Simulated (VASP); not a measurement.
# TiO (Pm-3m) in VASP: settings compared

Aim: see how the results for TiO move with the level of theory and the settings. Levels: PBEsol, r2SCAN. Tasks: single point.

Program: VASP 6.6.1. These are calculated values, not measurements. Logs are shortened: lines on timing, memory, paths and dates and some standing lists are left out, and cuts for length are marked.

**1. Starting point**

It takes space group Pm-3m (No. 221, cubic). Conventional cell: a = 4.035 Å, b = 4.035 Å, c = 4.035 Å, α = 90.00°, β = 90.00°, γ = 90.00°. Ti (site symmetry 4/mmm) has 4 O at 2.02 Å as nearest neighbours. O (site symmetry 4/mmm) has 4 Ti at 2.02 Å as nearest neighbours.

The cell comes from a database or a generator and needn't be the stable form of this composition.

**2. Single point, PBEsol**

File INCAR:

```
ALGO     = Normal         # electronic algorithm
EDIFF    = 1E-6           # SCF threshold, eV
ENCUT    = 700            # plane-wave cutoff, eV
GGA      = PS             # functional
ISIF     = 2              # what is computed and relaxed
ISMEAR   = 0              # smearing method
LASPH    = T              # aspherical terms in the spheres
LCHARG   = F              # write CHGCAR
LREAL    = F              # projectors in reciprocal space
LWAVE    = F              # write WAVECAR
NBANDS   = 36             # bands
NELM     = 80             # most SCF steps
PREC     = Accurate       # precision mode
SIGMA    = 0.1            # smearing width, eV
```

File KPOINTS:

```
k-points
0
Gamma
  10 10 10
```

File POSCAR:

```
TiO
1.0
    4.0352900000      0.0000000000      0.0000000000
    0.0000000000      4.0352900000      0.0000000000
    0.0000000000      0.0000000000      4.0352900000
Ti O
3 3
Direct
    0.5000000000      0.5000000000      0.0000000000
    0.0000000000      0.5000000000      0.5000000000
    0.5000000000      0.0000000000      0.5000000000
    0.0000000000      0.5000000000      0.0000000000
    0.5000000000      0.0000000000      0.0000000000
    0.0000000000      0.0000000000      0.5000000000
```

Potentials or basis: VASP PAW PBE potentials, release 64 (Ti_sv, O).

Started as:

```sh
> cat potpaw_PBE.64/Ti_sv/POTCAR potpaw_PBE.64/O/POTCAR > POTCAR
> mpirun -np 1 vasp_std > vasp.out
```

OUTCAR:

```text
EDIFF = 1E-6
   ENCUT = 700
   GGA = PS
   ISIF = 2
   ISMEAR = 0
   LASPH = T
   LREAL = F
   NELM = 80
   PREC = Accurate

 ion  position               nearest neighbor table
   1  0.500  0.500  0.000-   4 2.02   5 2.02   5 2.02   4 2.02   2 2.85   3 2.85   3 2.85   2 2.85
                             3 2.85   2 2.85   3 2.85   2 2.85
   2  0.000  0.500  0.500-   4 2.02   6 2.02   4 2.02   6 2.02   1 2.85   1 2.85   3 2.85   3 2.85
                             1 2.85   3 2.85   1 2.85   3 2.85
   3  0.500  0.000  0.500-   5 2.02   6 2.02   5 2.02   6 2.02   1 2.85   1 2.85   1 2.85   2 2.85
                             1 2.85   2 2.85   2 2.85   2 2.85
   4  0.000  0.500  0.000-   1 2.02   2 2.02   2 2.02   1 2.02
   5  0.500  0.000  0.000-   1 2.02   3 2.02   3 2.02   1 2.02
   6  0.000  0.000  0.500-   2 2.02   3 2.02   2 2.02   3 2.02

  LATTYP: Found a simple cubic cell.
 ALAT       =     4.0352900000

  Lattice vectors:

 A1 = (   4.0352900000,   0.0000000000,   0.0000000000)
 A2 = (   0.0000000000,   4.0352900000,   0.0000000000)
 A3 = (   0.0000000000,   0.0000000000,   4.0352900000)

Analysis of symmetry for initial positions (statically):
=====================================================================
 Subroutine PRICEL returns:
 Original cell was already a primitive cell.

 Routine SETGRP: Setting up the symmetry group for a
 simple cubic supercell.

 Subroutine GETGRP returns: Found 48 space group operations
 (whereof 48 operations were pure point group operations)
 out of a pool of 48 trial point group operations.

The static configuration has the point symmetry O_h .

Analysis of symmetry for dynamics (positions and initial velocities):
=====================================================================
 Subroutine PRICEL returns:
 Original cell was already a primitive cell.

 Routine SETGRP: Setting up the symmetry group for a
 simple cubic supercell.

 Subroutine GETGRP returns: Found 48 space group operations
 (whereof 48 operations were pure point group operations)
 out of a pool of 48 trial point group operations.

The dynamic configuration has the point symmetry O_h .

 Subroutine INISYM returns: Found 48 space group operations
 (whereof 48 operations are pure point group operations),
 and found     1 'primitive' translations

----------------------------------------------------------------------------------------

                                     Primitive cell

  volume of cell :      65.7089

  direct lattice vectors                    reciprocal lattice vectors
     4.035290000  0.000000000  0.000000000     0.247813664  0.000000000  0.000000000
     0.000000000  4.035290000  0.000000000     0.000000000  0.247813664  0.000000000
     0.000000000  0.000000000  4.035290000     0.000000000  0.000000000  0.247813664

  length of vectors
     4.035290000  4.035290000  4.035290000     0.247813664  0.247813664  0.247813664

  position of ions in fractional coordinates (direct lattice)
     0.500000000  0.500000000  0.000000000
     0.000000000  0.500000000  0.500000000
     0.500000000  0.000000000  0.500000000
     0.000000000  0.500000000  0.000000000
     0.500000000  0.000000000  0.000000000
     0.000000000  0.000000000  0.500000000

  ion indices of the primitive-cell ions
   primitive index   ion index
                 1           1
                 2           2
                 3           3
                 4           4
                 5           5
                 6           6

----------------------------------------------------------------------------------------

 KPOINTS: k-points

Automatic generation of k-mesh.
 Grid dimensions read from file:
 generate k-points for:   10   10   10

 Generating k-lattice:

  Cartesian coordinates                     Fractional coordinates (reciprocal lattice)
     0.024781366  0.000000000  0.000000000     0.100000000  0.000000000  0.000000000
     0.000000000  0.024781366  0.000000000     0.000000000  0.100000000  0.000000000
     0.000000000  0.000000000  0.024781366     0.000000000  0.000000000  0.100000000

  Length of vectors
     0.024781366  0.024781366  0.024781366

  Shift w.r.t. Gamma in fractional coordinates (k-lattice)
     0.000000000  0.000000000  0.000000000

 Subroutine IBZKPT returns following result:
 ===========================================

 Found     56 irreducible k-points:

 Following reciprocal coordinates:
            Coordinates               Weight
  0.000000  0.000000  0.000000      1.000000
  0.100000  0.000000  0.000000      6.000000
  0.200000  0.000000  0.000000      6.000000
  0.300000  0.000000  0.000000      6.000000
  0.400000  0.000000  0.000000      6.000000
  0.500000  0.000000  0.000000      3.000000
[... 16 lines left out ...]
  0.200000  0.100000  0.100000     24.000000
  0.300000  0.100000  0.100000     24.000000
 [... further k-points ...]
   k-points           NKPTS =     56   k-points in BZ     NKDIM =     56   number of bands    NBANDS=     36
   number of dos      NEDOS =    301   number of ions     NIONS =      6
   total plane-waves  NPLWV =  46656
   dimension x,y,z NGX =    36 NGY =   36 NGZ =   36
   dimension x,y,z NGXF=    72 NGYF=   72 NGZF=   72
   ions per type =               3   3
   NGX,Y,Z   is equivalent  to a cutoff of  14.83, 14.83, 14.83 a.u.
   NGXF,Y,Z  is equivalent  to a cutoff of  29.66, 29.66, 29.66 a.u.
 SYSTEM =  unknown system
   PREC   = accura    normal or accurate (medium, high low for compatibility)
   ISTART =      0    job   : 0-new  1-cont  2-samecut
   ICHARG =      2    charge: 1-file 2-atom 10-const
   ISPIN  =      1    spin polarized calculation?
   LNONCOLLINEAR =      F non collinear calculations
   LSORBIT =      F    spin-orbit coupling
   LASPH  =      T    aspherical Exc in radial PAW
   ENCUT  =  700.0 eV  51.45 Ry    7.17 a.u.   8.71  8.71  8.71*2*pi/ulx,y,z
   NELM   =     80;   NELMIN=  2; NELMDL= -5     # of ELM steps
   EDIFF  = 0.1E-05   stopping-criterion for ELM
   LREAL  =      F    real-space projection
[... 7 lines left out ...]
   TEBEG  =    0.0;   TEEND  =   0.0 temperature during run
   PSTRESS=    0.0 pullay stress
   NELECT =      54.0000    total number of electrons
   NUPDOWN=      -1.0000    fix difference up-down
   EMIN   =  10.00;   EMAX   =-10.00  energy-range for DOS
   EFERMI =   0.00;   METHOD = LEGACY
   ISMEAR =     0;   SIGMA  =   0.10  broadening in eV -4-tet -1-fermi 0-gaus
   EFERMI_NEDOS =   21; number of points for ismear=-14 and -15
   IALGO  =     38    algorithm
   IMIX   =      4    mixing-type and parameters
     AMIX     =   0.40;   BMIX     =  1.00
     AMIX_MAG =   1.60;   BMIX_MAG =  1.00
  volume/ion in A,a.u.               =      10.95        73.90
  Fermi-wavevector in a.u.,A,eV,Ry     =   1.533433  2.897767 31.992947  2.351415
  Thomas-Fermi vector in A             =   2.640500
   LORBIT       =      0    0 simple, 1 ext, 2 COOP (PROOUT), +10 PAW based schemes
   GGA     = PS    functional components
   LHFCALC =     F    Hartree Fock is set to
   AEXX    =    0.0000 exact exchange contribution
   IVDW    =     0    specifies the selected vdW correction
   LEPSILON=     F    determine dielectric tensor
   LRPA    =     F    only Hartree local field effects (RPA)
 non-spin polarized calculation
 Gauss-broadening in eV      SIGMA  =   0.10
  energy-cutoff  :      700.00
  volume of cell :       65.71
 maximum number of plane-waves:      2800
 NGX is ok and might be reduce to    36
   NGX = 17   NGY = 17   NGZ = 17

 number of electron      53.9999997 magnetization

 Free energy of the ion-electron system (eV)
  ---------------------------------------------------
  ext. energy  EPLUGINS =         0.00000000
  ---------------------------------------------------
  free energy    TOTEN  =       -56.02214058 eV

  energy without entropy =      -55.99659707  energy(sigma->0) =      -56.00936882

 E-fermi :   8.3493     XC(G=0): -12.2485

 val. band max:        8.3426979304   @ k =   0.5000   0.5000   0.0000
 cond. band min:       8.3527764556   @ k =   0.4000   0.3000   0.2000
 fundamental gap:      0.0100785252
 Fermi energy:         8.3492808249

 k-point     1 :       0.0000    0.0000    0.0000
  band No.  band energies     occupation
      1     -48.5843      2.00000
      2     -48.4181      2.00000
      3     -48.4181      2.00000
      4     -25.2135      2.00000
      5     -25.2135      2.00000
      6     -25.2135      2.00000
[... 28 lines left out ...]
     35      11.9285      0.00000
     36      11.9295      0.00000

 k-point     2 :       0.1000    0.0000    0.0000
  band No.  band energies     occupation
      1     -48.5806      2.00000
      2     -48.4217      2.00000
      3     -48.4180      2.00000
      4     -25.2092      2.00000
      5     -25.2064      2.00000
      6     -25.2064      2.00000
[... 28 lines left out ...]
     35      11.9062      0.00000
     36      11.9308      0.00000

 k-point     3 :       0.2000    0.0000    0.0000
  band No.  band energies     occupation
      1     -48.5702      2.00000
      2     -48.4319      2.00000
      3     -48.4177      2.00000
      4     -25.1972      2.00000
      5     -25.1865      2.00000
      6     -25.1865      2.00000
[... 28 lines left out ...]
     35      11.5315      0.00000
     36      11.5316      0.00000
[... 742 lines left out ...]
 k-point    23 :       0.2000    0.1000    0.1000
  band No.  band energies     occupation
      1     -48.5635      2.00000
      2     -48.4330      2.00000
      3     -48.4229      2.00000
      4     -25.2373      2.00000
      5     -25.1726      2.00000
      6     -25.1583      2.00000
[... 28 lines left out ...]
     35      11.5857      0.00000
     36      11.6802      0.00000

 k-point    24 :       0.3000    0.1000    0.1000
  band No.  band energies     occupation
      1     -48.5485      2.00000
      2     -48.4478      2.00000
      3     -48.4225      2.00000
      4     -25.2341      2.00000
      5     -25.1624      2.00000
      6     -25.1420      2.00000
[... 28 lines left out ...]
     35      11.4626      0.00000
     36      11.5579      0.00000

 [... further k-points ...]
[... 5 lines left out ...]
  --------------------------------------------------------------------------------------
  -------------------------------------------------------------------------------------
  Total        0.0232994      0.0232994      0.0232994     -0.0000000      0.0000000     -0.0000000
  in kB        0.5681094      0.5681094      0.5681094     -0.0000000      0.0000000     -0.0000000
  external PRESSURE =       0.5681094 kB  Pullay stress =       0.0000000 kB

 VOLUME and BASIS-vectors are now :
 -----------------------------------------------------------------------------
  energy-cutoff  :      700.00
  volume of cell :       65.71
      direct lattice vectors                 reciprocal lattice vectors
     4.035290000  0.000000000  0.000000000     0.247813664  0.000000000  0.000000000
     0.000000000  4.035290000  0.000000000     0.000000000  0.247813664  0.000000000
     0.000000000  0.000000000  4.035290000     0.000000000  0.000000000  0.247813664

 POSITION                                       TOTAL-FORCE (eV/Angst)
 -----------------------------------------------------------------------------------
      2.01764      2.01764      0.00000         0.000000      0.000000      0.000000
      0.00000      2.01764      2.01764         0.000000      0.000000      0.000000
      2.01764      0.00000      2.01764         0.000000      0.000000      0.000000
      0.00000      2.01764      0.00000         0.000000      0.000000      0.000000
      2.01764      0.00000      0.00000         0.000000      0.000000      0.000000
      0.00000      0.00000      2.01764         0.000000      0.000000      0.000000
 -----------------------------------------------------------------------------------
    total drift:                                0.000000      0.000000      0.000000

  FREE ENERGIE OF THE ION-ELECTRON SYSTEM (eV)
  ---------------------------------------------------
  free  energy   TOTEN  =       -56.0221405753 eV

  energy  without entropy=      -55.9965970722  energy(sigma->0) =      -56.00936882
```

Run time: 70 s. Hardware: 1 thread of Intel Xeon 6975P-C (Granite Rapids), shared host; peak memory 0.3 GiB.

Results:

* Free energy: -56.0221 eV
* Pressure: 0.1 GPa
* Band gap on the k mesh: none (metal or under the smearing width)

Levels at points of the mesh, in eV from the Fermi level:
```csv
k point,band 23,band 24,band 25,band 26,band 27,band 28,band 29,band 30,band 31,band 32
"(0.00, 0.00, 0.00)",-3.04,-3.04,-3.04,-1.59,-1.59,-1.59,1.36,1.36,1.36,2.20
"(0.50, 0.00, 0.00)",-3.72,-3.72,-2.68,-1.18,0.41,0.41,0.75,1.37,1.62,1.62
"(0.50, 0.50, 0.00)",-4.98,-2.56,-1.34,-0.79,-0.01,-0.01,1.95,2.00,2.06,2.06
"(0.50, 0.50, 0.50)",-3.00,-3.00,-0.67,-0.67,-0.67,0.60,2.75,2.75,2.75,2.88
```

Caveat: the PAW data sets were made with another functional, which shifts forces and pressure a little; semilocal functionals often make such compounds metallic where correlation or magnetic order opens a gap, which also shifts bond lengths.

[end of part 1 of 3]
